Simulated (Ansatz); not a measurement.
# CoSi2: stress in a strained cell

Aim: deform CoSi2 (equal xx and yy strain of +1 %) and compute stress, forces and field gradients with LAPW, PAW and all-electron datasets made for the crystal.

Method: DFT PBEsol, scalar-relativistic, in Ansatz 0.2.0.

**1. Starting point**

Symmetry: Fm-3m, No. 225, cubic system. The conventional cell has a = 5.365 Å, b = 5.365 Å, c = 5.365 Å, α = 90.00°, β = 90.00°, γ = 90.00°. Co (site symmetry m-3m) is surrounded by 8 Si at 2.32 Å. Si (site symmetry -43m) has 4 Co at 2.32 Å as nearest neighbours.

Coordinates:

```xyz
3
Lattice="0.0000 2.6825 2.6825 2.6825 0.0000 2.6825 2.6825 2.6825 0.0000" Properties=species:S:1:pos:R:3 pbc="T T T"
Co    0.0000    0.0000    0.0000
Si    1.3413    1.3413    1.3413
Si    4.0237    4.0237    4.0237
```

Atoms are numbered in the order of the input: Co1, Si2, Si3.

**2. After the deformation**

Space group Fm-3m before, I4/mmm after.

**3. All-electron LAPW**

input.yaml reads:

```yaml
crystal:
  lattice:
    - [0.0, 2.709325, 2.6825]
    - [2.709325, 0.0, 2.6825]
    - [2.709325, 2.709325, 0.0]
  atoms:
    - { symbol: Co, position: [0.0, 0.0, 0.0], spin: 2.0 }
    - { symbol: Si, position: [0.25, 0.25, 0.25] }
    - { symbol: Si, position: [0.75, 0.75, 0.75] }
magnetization:
  spin_polarized: true
kpoints:
  mp_grid: { grid: [11, 11, 11] }
  band_path:
    path:
      - [0.0, 0.0, 0.0]
      - [0.0, 0.5, 0.5]
      - [0.25, 0.75, 0.5]
      - [0.0, 0.5, 0.0]
      - [0.0, 0.0, 0.0]
      - [0.5, 0.5, 0.0]
      - [0.3775125, 0.6224875, 0.0]
      - [-0.3775125, 0.3775125, 0.0]
      - [0.0, 0.0, 0.0]
    npoints: 5
scf:
  occupations: { method: fermi_dirac, width: 0.05 }
hamiltonian:
  xc: pbesol
  pseudopotentials: { kind: all_electron, lapw: { basis_error: 0.001 } }
output:
  forces: true
  stress: true
  eigenvalues: true
```

Command:

```console
ansatz run input.yaml --threads 1 --pin off --max-ram 6144MiB --backend cpu --events-out ev --progress --plain --runs-dir out
```

**4. PAW with frozen cores**

input.yaml reads:

```yaml
crystal:
  lattice:
    - [0.0, 2.709325, 2.6825]
    - [2.709325, 0.0, 2.6825]
    - [2.709325, 2.709325, 0.0]
  atoms:
    - { symbol: Co, position: [0.0, 0.0, 0.0], spin: 2.0 }
    - { symbol: Si, position: [0.25, 0.25, 0.25] }
    - { symbol: Si, position: [0.75, 0.75, 0.75] }
magnetization:
  spin_polarized: true
kpoints:
  mp_grid: { grid: [11, 11, 11] }
scf:
  occupations: { method: fermi_dirac, width: 0.05 }
hamiltonian:
  xc: pbesol
  pseudopotentials: { kind: paw }
output:
  forces: true
  stress: true
  eigenvalues: true
  efg: { contact_densities: true }
```

**5. All-electron PAW on datasets made for the crystal**

Changes to input.yaml since step 4:

```diff
@@ -17,3 +17,3 @@
   xc: pbesol
-  pseudopotentials: { kind: paw }
+  pseudopotentials: { kind: all_electron, datasets: crystal }
 output:
```

(Steps that only read results are left out.)

**Question.** What will these runs give? Wanted: pressure; largest shear or deviatoric stress.

The runs gave:

| quantity | value |
| --- | --- |
| pressure | LAPW -8.60, PAW -8.64, crystal datasets -8.60 GPa |
| largest shear or deviatoric stress (LAPW) | 0.63 GPa |

**Reading.** The largest part of the stress beyond the pressure is 0.63 GPa in size, in the zz component; the atoms are carried along and not relaxed. No run of the undeformed cell stands beside it, so the pressure holds what the given cell had before the change. PAW: stress within 0.04 GPa of LAPW. Crystal datasets: stress within 0.01 GPa of LAPW.
